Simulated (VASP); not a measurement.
Set up this calculation in VASP 6.6.1, as the native input.

- Task: relaxation of cell and atoms
- Functional: PBEsol
- Potentials or basis: VASP PAW PBE potentials, release 64 (Os)
- Cutoff: 600 eV
- k mesh: 18 × 18 × 18
- Occupations: gaussian, width 0.1 eV
- Spin: no spin polarisation
- Further INCAR settings: ALGO = Normal; EDIFF = 1e-07; IBRION = 2; EDIFFG = -0.005; NSW = 90; ISIF = 3

The structure of Os lies in POSCAR:

```
Os
1.0
    0.0000000000      1.9129311800      1.9129311800
    1.9129311800      0.0000000000      1.9129311800
    1.9129311800      1.9129311800      0.0000000000
Os
1
Direct
    0.0000000000      0.0000000000      0.0000000000
```

This isn't the form of Os at room conditions, which is hcp.

One way to write it, as run:

INCAR

```
SYSTEM = Os
PREC = Accurate ; ENCUT = 600
EDIFF = 1E-7 ; ISMEAR = 0
SIGMA = 0.1 ; LREAL = .False.
LASPH = .True. ; NELM = 80
ALGO = Normal ; ISIF = 3
LWAVE = .False. ; LCHARG = .False.
GGA = PS ; IBRION = 2
NSW = 90 ; EDIFFG = -0.005
```

KPOINTS

```
regular mesh
0
Gamma
  18 18 18
  0 0 0
```

Potentials or basis: VASP PAW PBE potentials, release 64 (Os).

Command:

```bash
$ cat potpaw_PBE.64/Os/POTCAR > POTCAR
$ mpirun -np 1 vasp_std > vasp.out
```

It gave:

```yaml
Relaxed_volume: 13.96 Å³/atom
Relaxed_cell: a = 2.703 Å, b = 2.703 Å, c = 2.703 Å, α = 60.00°, β = 60.00°, γ = 60.00°
Space_group_after_relaxing_to_0.05_Å: Fm-3m (No. 225)
Energy_gained_by_relaxing: 0.2 meV/atom
Ionic_steps: 3
Pressure_after_relaxing: 0.0 GPa
Band_gap_on_the_k_mesh: none (metal or under the smearing width)
```

Caveat: the PAW data sets were made with another functional, which shifts forces and pressure a little.

Wall time 31 s on 1 thread of Intel(R) Xeon(R) Platinum 8488C (Sapphire Rapids) (shared host), peak memory 0.17 GiB.
